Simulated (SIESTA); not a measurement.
Crystal: BP.

```xyz
2
Lattice="0.0000 2.2690 2.2690 2.2690 0.0000 2.2690 2.2690 2.2690 0.0000" Properties=species:S:1:pos:R:3 pbc="T T T"
P     3.4035    3.4035    3.4035
B     0.0000    0.0000    0.0000
```

Program: SIESTA 5.4.2. Alike in all runs: task band structure; no spin polarisation; cell as given; k mesh 10 × 10 × 10; smearing fermi-dirac 0.05 eV; grid cutoff 500 Ry.

Question: Order these runs on this cell by their band gap on the k mesh, lowest first.
A. level PBE; potentials or basis PseudoDojo 0.4 standard (PBE files), DZ (energy shift 0.003 Ry); energy shift 0.003 Ry
B. level BLYP; potentials or basis PseudoDojo 0.4 standard (PBE files), DZP (energy shift 0.003 Ry); energy shift 0.003 Ry
C. level RPBE; potentials or basis PseudoDojo 0.4 standard (PBE files), DZP (energy shift 0.003 Ry); energy shift 0.003 Ry
D. level PBE; potentials or basis PseudoDojo 0.4 standard (PBE files), DZ (energy shift 0.01 Ry); energy shift 0.01 Ry

Answer: C (1.34 eV), B (1.54 eV), A (2.24 eV), D (2.49 eV).

Caveats: the basis of atomic orbitals isn't converged, which shifts pressures, moduli and gaps; the basis has no polarisation orbitals (some runs).

A k mesh can miss the band edges.
